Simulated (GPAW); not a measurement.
# CdTe (F-43m) in GPAW: settings compared, part 2 of 2

GPAW 26.7.0.

### 4 Dielectric tensor, AM05

File run.py:

```python
import numpy as np
from ase.dft.bandgap import bandgap
from ase.io import read, write
from gpaw import GPAW, PW, setup_paths
from gpaw.response.df import DielectricFunction

setup_paths.insert(0, '.')

atoms = read('CdTe.xyz')

calc = GPAW(mode=PW(450),
            xc='AM05',
            kpts={'size': (6, 6, 6), 'gamma': True},
            occupations={'name': 'fermi-dirac', 'width': 0.001},
            nbands=18,
            convergence={'density': 1e-06},
            maxiter=150,
            txt='gpaw.txt')
atoms.calc = calc
energy = atoms.get_potential_energy()
calc.write('gs.gpw')
write('result.traj', atoms)
print(f'Energy: {energy:.6f} eV')
print('Fermi level:', round(calc.get_fermi_level(), 4), 'eV')
print(f'Gap: {bandgap(calc)[0]:.4f} eV, direct: {bandgap(calc, direct=True)[0]:.4f} eV')

for size in [(18, 18, 18)]:
    name = 'x'.join(str(n) for n in size)
    dense = calc.fixed_density(kpts={'size': size, 'gamma': True},
                               nbands=35, convergence={'bands': 29, 'eigenstates': 1e-7},
                               update_fermi_level=True, txt=f'dense-{name}.txt')
    dense.write(f'{name}.gpw', mode='all')
    df = DielectricFunction(f'{name}.gpw', frequencies=np.array([0.0]), hilbert=False, eta=0.001,
                            ecut=80, nbands=29, intraband=False, txt=f'df-{name}.txt')
    for xc in ['RPA']:
        for direction in ['x', 'y', 'z', [0, 1, 1], [1, 0, 1], [1, 1, 0]]:
            e0, e = df.get_macroscopic_dielectric_constant(xc=xc, direction=direction)
            print(f'{name} {xc} {direction}: {e0:.4f} without, {e:.4f} with local fields')
```

File CdTe.xyz:

```xyz
2
Lattice="0.0000000000 3.2050000000 3.2050000000 3.2050000000 0.0000000000 3.2050000000 3.2050000000 3.2050000000 0.0000000000" Properties=species:S:1:pos:R:3 pbc="T T T"
Te     4.8075000000      4.8075000000      4.8075000000
Cd     0.0000000000      0.0000000000      0.0000000000
```

Potentials or basis: PAW data sets generated in the run's folder for this functional, pw.

Run with:

```console
$ gpaw-setup -f AM05 Cd Te
$ OMP_NUM_THREADS=1 python run.py
```

gpaw.txt:

```text
__  _  _
 | _ |_)|_||  |
 |__||  | ||/\| - 26.7.0

Input parameters:
  mode=PW(ecut=450.00000000000006),
  convergence={'density': 1e-06},
  kpts=MonkhorstPack(size=(6, 6, 6), gamma=True),
  maxiter=150,
  nbands=18,
  occupations=Occupations(name='fermi-dirac', width=0.001),
  xc=XC(name='AM05')

Diagonalizing LCAO Hamiltonian
Converting LCAO to pw mode

                      Te

       Cd

Atoms  # Å, Bohr magnetons
|   | symbol |        x |        y |        z |    initial magnetic moments |
|---|--------|----------|----------|----------|-----------------------------|
| 0 |     Te | 4.807500 | 4.807500 | 4.807500 | ( 0.0000,  0.0000,  0.0000) |
| 1 |     Cd | 0.000000 | 0.000000 | 0.000000 | ( 0.0000,  0.0000,  0.0000) |

Unit cell  # Å
| periodic |        x |        y |        z |  lengths |    angles |
|----------|----------|----------|----------|----------|-----------|
|      yes | 0.000000 | 3.205000 | 3.205000 | 4.532554 | 60.000000 |
|      yes | 3.205000 | 0.000000 | 3.205000 | 4.532554 | 60.000000 |
|      yes | 3.205000 | 3.205000 | 0.000000 | 4.532554 | 60.000000 |

Number of symmetries: 24
Symmetry operations  # r_c * U_cc + t_c -> r_c
|    | kind |            matrix            |
|----|------|------------------------------|
|  0 |  E   |  1, 0, 0,  0, 1, 0,  0, 0, 1 |
|  1 |  σ   |  1, 0, 0,  0, 0, 1,  0, 1, 0 |
|  2 |  σ   |  1, 0,-1,  0, 1,-1,  0, 0,-1 |
|  3 |  C3  |  1, 0,-1,  0, 0,-1,  0, 1,-1 |
|  4 |  C3  |  1,-1, 0,  0,-1, 1,  0,-1, 0 |
|  5 |  σ   |  1,-1, 0,  0,-1, 0,  0,-1, 1 |
|  6 |  σ   |  0, 1, 0,  1, 0, 0,  0, 0, 1 |
|  7 |  C3  |  0, 1, 0,  0, 0, 1,  1, 0, 0 |
|  8 |  C2  |  0, 1,-1,  1, 0,-1,  0, 0,-1 |
|  9 |  S4  |  0, 1,-1,  0, 0,-1,  1, 0,-1 |
| 10 |  C3  |  0, 0, 1,  1, 0, 0,  0, 1, 0 |
| 11 |  σ   |  0, 0, 1,  0, 1, 0,  1, 0, 0 |
| 12 |  S4  |  0, 0,-1,  1, 0,-1,  0, 1,-1 |
| 13 |  C3  |  0, 0,-1,  0, 1,-1,  1, 0,-1 |
| 14 |  S4  |  0,-1, 1,  1,-1, 0,  0,-1, 0 |
| 15 |  C2  |  0,-1, 1,  0,-1, 0,  1,-1, 0 |
| 16 |  C3  |  0,-1, 0,  1,-1, 0,  0,-1, 1 |
| 17 |  S4  |  0,-1, 0,  0,-1, 1,  1,-1, 0 |
| 18 |  S4  | -1, 1, 0, -1, 0, 1, -1, 0, 0 |
| 19 |  C3  | -1, 1, 0, -1, 0, 0, -1, 0, 1 |
| 20 |  C3  | -1, 0, 1, -1, 1, 0, -1, 0, 0 |
| 21 |  S4  | -1, 0, 1, -1, 0, 0, -1, 1, 0 |
| 22 |  σ   | -1, 0, 0, -1, 1, 0, -1, 0, 1 |
| 23 |  C2  | -1, 0, 0, -1, 0, 1, -1, 1, 0 |

BZ-sampling:
  Number of BZ points: 216
  Number of IBZ points: 16

[... 59 lines left out ...]
    |   5s |  2.000 |     -15.096 |    1.180 |
    |   5p |  4.000 |      -5.924 |    1.196 |
    |    s |        |      12.115 |    1.180 |
    |    p |        |      21.287 |    1.196 |
    |    d |        |       0.000 |    1.238 |

    Using partial waves for Te as LCAO basis

  Cd:
    name:    Cadmium
    Z:       48.0
    valence: 12
    core:    36
    charge:  0.0  # [|e|]
    compensation charges:
      type: gauss
      rc: 0.38  # [Å]
      lmax: 2
    cutoffs:
      filter: 2.12  # [Å]
      core: 2.62  # [Å]
    projectors
    | kind |    occ | energy [eV] | rcut [Å] |
    |------|--------|-------------|----------|
    |   5s |  2.000 |      -5.642 |    1.191 |
    |   5p |  0.000 |      -1.115 |    1.228 |
    |   4d | 10.000 |     -11.724 |    1.164 |
    |    s |        |      21.569 |    1.191 |
    |    p |        |      26.096 |    1.228 |
    |    d |        |      15.487 |    1.164 |

    Using partial waves for Cd as LCAO basis

Reference energy: -336686.020857  # eV

eigensolver:
  PPCG
  Converge bands: occupied
  niter=2

density mixing:
  MSR1-Mixer
  Pratt-step length: 0.05
  Maximum mixing coefficient: 0.75
  Old densities: 10
  SVD Regularization: 0.005
  Good broyden scale: 1.0
  Trust region scale: 1.0
  Backstep threshold: 4.0
  History deletion threshold: 6.0
  Fourier metric: weight=20.0, sigma=0.015

occupation numbers:
  Fermi-Dirac:
    width: 0.0010  # eV

poisson solver:
  ecut: 3600.0000000000005  # eV

xc functional:
  name: AM05 with 2 nearest neighbor stencil

convergence criteria:
- Maximum integral of absolute [dens]ity change: 1e-06 electrons / valence electron
- Maximum [total energy] change in last 3 cyles: 0.0005 eV / valence electron
- Maximum integral of absolute [eigenst]ate change: 4e-08 eV^2 / valence electron
maximum number of iterations: 150

SCF iterations
|iter     | |      energy | eigst |  dens |
|---------|-|-------------|-------|-------|
|iter:   1| |   -5.411713 | -0.44 |       |
|iter:   2| |   -5.367913 | -2.38 | -1.26 |
|iter:   3| |   -5.195528 | -1.79 | -1.30 |
|iter:   4| |   -5.193386 | -3.39 | -1.79 |
|iter:   5| |   -5.192799c| -3.85 | -2.25 |
|iter:   6| |   -5.192829c| -5.47 | -2.99 |
|iter:   7| |   -5.192832c| -6.62 | -3.56 |
|iter:   8| |   -5.192832c| -7.82c| -4.54 |
|iter:   9| |   -5.192832c| -8.40c| -5.28 |
|iter:  10| |   -5.192832c| -8.79c| -5.89 |
|iter:  11| |   -5.192832c| -9.33c| -6.51c|

Converged in 11 steps
Energy contributions relative to reference atoms: (reference = -336686.020857)

Energy contributions:
  Kinetic:          20.000249
  Coulomb:         -18.129837
  Zero:              0.276044
  External:          0.000000
  Xc:               -7.339288
  Entropy:          -0.000000
  Spinorbit:         0.000000
  ----------------------------
  Free energy:      -5.192832
  Extrapolated:     -5.192832

dipole moment: (-16.580999, -16.580999, -16.580999)  # |e|*Ang

Fermi level: 4.363
Eigenvalues  # (at kpt = [0.000, 0.000, 0.000])
| band index |      eig [eV] | occ [0-2] |
|------------|---------------|-----------|
|          0 |        -7.362 |     2.000 |
|          1 |        -4.332 |     2.000 |
|          2 |        -4.332 |     2.000 |
|          3 |        -4.332 |     2.000 |
|          4 |        -4.044 |     2.000 |
|          5 |        -4.044 |     2.000 |
[... 10 lines left out ...]
|         16 |        14.163 |     0.000 |
|         17 |        14.163 |     0.000 |

Gap: 0.837 eV
Transition (v -> c):
  (s=0, k=0, n=8, [0.00, 0.00, 0.00]) -> (s=0, k=0, n=9, [0.00, 0.00, 0.00])
No difference between direct/indirect transitions
# Writing to gs.gpw (mode='')
```

df-18x18x18.txt:

```text
FrequencyGridDescriptor(from 0.000 to 0.000 eV, 1 points)
FrequencyGridDescriptor(from 0.000 to 0.000 eV, 1 points)

Calculating chi0 body with:
    Ground state adapter containing:
    Number of spins: 1
    Number of kpoints: 5832
    Number of irreducible kpoints: 195
    Number of completely occupied states: 9
    Number of partially occupied states: 9

    Linear response parametrization:
    q_c: [0.0, 0.0, 0.0]
    Number of frequency points: 1
    Planewave cutoff: 80.0
    Number of bands: 29
    Number of planewaves: 113
    Broadening (eta): 0.001

Integrating chi0 body.

Symmetries of q_c:
    Direct symmetries (Uq -> q): 24
    Indirect symmetries (TUq -> q): 24
In total 48 allowed symmetries.

Integral kind: response function

Calculating chi0 optical extensions with:
    Ground state adapter containing:
    Number of spins: 1
    Number of kpoints: 5832
    Number of irreducible kpoints: 195
    Number of completely occupied states: 9
    Number of partially occupied states: 9

    Linear response parametrization:
    Number of frequency points: 1
    Planewave cutoff: 80.0
    Number of bands: 29
    Number of planewaves: 113
    Broadening (eta): 0.001
Integrating chi0 head and wings.

Symmetries of q_c:
    Direct symmetries (Uq -> q): 24
    Indirect symmetries (TUq -> q): 24
In total 48 allowed symmetries.

Integral kind: response function wings

Finished calculating chi0
```

Wall time 7.2 min (1 thread of Intel Xeon at 2.50GHz (Skylake/Cascade Lake), shared host); peak memory 0.52 GiB.

Results:

```
Free energy                             : -5.1928 eV
Band gap on the k mesh                  : 0.84 eV, direct
Electronic dielectric tensor (diagonal) : 7.91
```

Electronic dielectric tensor:
```
7.91 0.00 0.00
0.00 7.91 0.00
0.00 0.00 7.91
```

Caveat: the long-wavelength limit can be off by several per cent where d states take part; spin-orbit coupling is left out, which moves the levels of the heavy elements.

### 5 Overview

| level | potentials or basis | gap on the mesh (eV) |
| --- | --- | --- |
| RPBE | the program's PAW data sets (release 1.2.1) made for this functional, pw | 1.02 |
| LDA | the program's PAW data sets (release 1.2.1) made for this functional, pw | 0.61 |
| AM05 | PAW data sets generated in the run's folder for this functional, pw | 0.84 |

Alike in all rows: task dielectric tensor; no spin polarisation; cell as given; k mesh 6 × 6 × 6; cutoff (eV) 450; smearing fermi-dirac 0.001 eV.

Caveats: the long-wavelength limit can be off by several per cent where d states take part; spin-orbit coupling is left out, which moves the levels of the heavy elements; the gap is small at this level, which inflates the dielectric constant (some runs).

Total energies depend on the potentials used, so only differences within one code and one set of settings carry meaning.

### 6 Comparison with measurements

Step 2. A measured gap of CdTe is 1.607 eV (0 K; a printed reference work, data compilation); the calculated 1.02 eV misses it by -0.59 eV. Spin-orbit coupling on Cd, Te is left out. The value is that of RPBE on a finite k mesh, which can miss the band edges, without temperature or zero-point motion. Semilocal functionals fall short of measured gaps as a rule.

Step 3. A measured gap of CdTe is 1.607 eV (0 K; a printed reference work, data compilation); the calculated 0.61 eV misses it by -1.00 eV. Spin-orbit coupling on Cd, Te is left out. The value is that of LDA on a finite k mesh, which can miss the band edges, without temperature or zero-point motion. Semilocal functionals fall short of measured gaps as a rule.

Step 4. Measured gap of CdTe: 1.607 eV (0 K; a printed reference work, data compilation). This calculation gives 0.84 eV (-0.77 eV). Spin-orbit coupling on Cd, Te is left out. The value is that of AM05 on a finite k mesh, which can miss the band edges, without temperature or zero-point motion. Semilocal functionals fall short of measured gaps as a rule.
